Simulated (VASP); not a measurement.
TiO2 (Anatase):

```
CELL_PARAMETERS angstrom
-1.88605 1.88605 4.77950
1.88605 -1.88605 4.77950
1.88605 1.88605 -4.77950
ATOMIC_POSITIONS crystal
Ti 0.00000 0.00000 0.00000
Ti 0.75000 0.25000 0.50000
O 0.20756 0.20756 0.00000
O 0.95756 0.45756 0.50000
O 0.54244 0.04244 0.50000
O 0.79244 0.79244 0.00000
```

Base run:

```yaml
Program: VASP 6.6.1
Functional: LDA
Potentials_or_basis: VASP PAW LDA potentials, release 64 (Ti_sv, O)
Cutoff: 520 eV
k_mesh: 10 × 10 × 10
Occupations: gaussian, width 0.03 eV
Spin: no spin polarisation
```

Its results: band gap on the k mesh 2.03 eV, indirect (least direct gap 2.36 eV); pressure -4.9 GPa; largest force 0.095 eV/Å.

Question: The run is repeated on the same cell with these changes: functional from LDA to PBE; potentials or basis from VASP PAW LDA potentials, release 64 (Ti_sv, O) to VASP PAW PBE potentials, release 64 (Ti_sv, O). What comes out?

Answer: Band gap on the k mesh 2.14 eV, indirect (least direct gap 2.46 eV); pressure 6.5 GPa; largest force 0.112 eV/Å.
